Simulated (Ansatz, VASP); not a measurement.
One calculation of Na, two programs

```
CELL_PARAMETERS angstrom
-2.05761 2.14356 2.19933
2.10814 -2.08308 2.18937
2.09200 2.11746 -2.13885
ATOMIC_POSITIONS crystal
Na 0.99870 0.99979 0.99469
```

Change from the starting cell: cell strained at random at fixed volume.

Alike in both runs: task single point; functional PBE; k mesh 9 × 9 × 9; occupations fermi-dirac, width 0.05 eV; no spin polarisation.

|  | VASP | Ansatz |
| --- | --- | --- |
| version | VASP 6.6.1 | Ansatz 0.2.0 |
| potentials or method | VASP PAW PBE potentials, release 64 (Na_pv) | Ansatz PAW |
| plane-wave cutoff (eV) | 520 | 420 |
| valence electrons in the cell | 7 | 9 |

|  | VASP | Ansatz | Ansatz less VASP |
| --- | --- | --- | --- |
| gap on the k mesh at the Fermi level (eV) | none | none | - |
| pressure (GPa) | -0.4 | -0.4 | 0.00 |
| largest component of the traceless stress (GPa) | 0.20 | 0.20 | 0.000 |

A gap of «none» marks a metal or a gap that the smearing closes. The two sets of potentials don't hold the same shells in valence.
